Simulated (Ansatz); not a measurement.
# Lattice vibrations of ZnS at Γ at 6 GPa

These are results of DFT PBEsol, scalar-relativistic, plane waves, PAW in Ansatz, not measurements. Cutoff 420 eV, 10×10×10 k-points (Γ-centred), fixed occupations. No spin polarisation. Phonons by linear response, acoustic sum rule imposed.

The cell, relaxed at 6 GPa:
```
Zn S
1.0
     0.00000    2.62026    2.62026
     2.62026    0.00000    2.62026
     2.62026    2.62026    0.00000
Zn S
1 1
Direct
  0.00000 0.00000 0.00000
  0.75000 0.75000 0.75000
```

Optical modes at Γ (transverse, no macroscopic field); i marks an imaginary frequency:
```csv
frequency (THz),degeneracy,IR intensity of the level ((D/Å)²/amu)
9.35,3,11.08
```

All 3 optical modes at Γ are real: no displacement of atoms at fixed cell lowers the energy to second order. Strains and modes at other wave vectors aren't tested by this run.

- Electronic dielectric constant ε∞ (principal values): 6.09
- Static dielectric constant ε0 (principal values): 8.3
- Refractive index √ε∞, mean: 2.47
- Kohn–Sham gap on the mesh: 2.37 eV
- Cost: 85 s on 1 thread of Intel(R) Xeon(R) Platinum 8175M CPU @ 2.50GHz (Skylake/Cascade Lake) (shared host), peak memory 0.66 GiB

Born effective charges (e):
```csv
atom,Z*xx,Z*yy,Z*zz,mean
Zn (atom 1),1.86,1.86,1.86,1.86
S (atom 2),-1.86,-1.86,-1.86,-1.86
```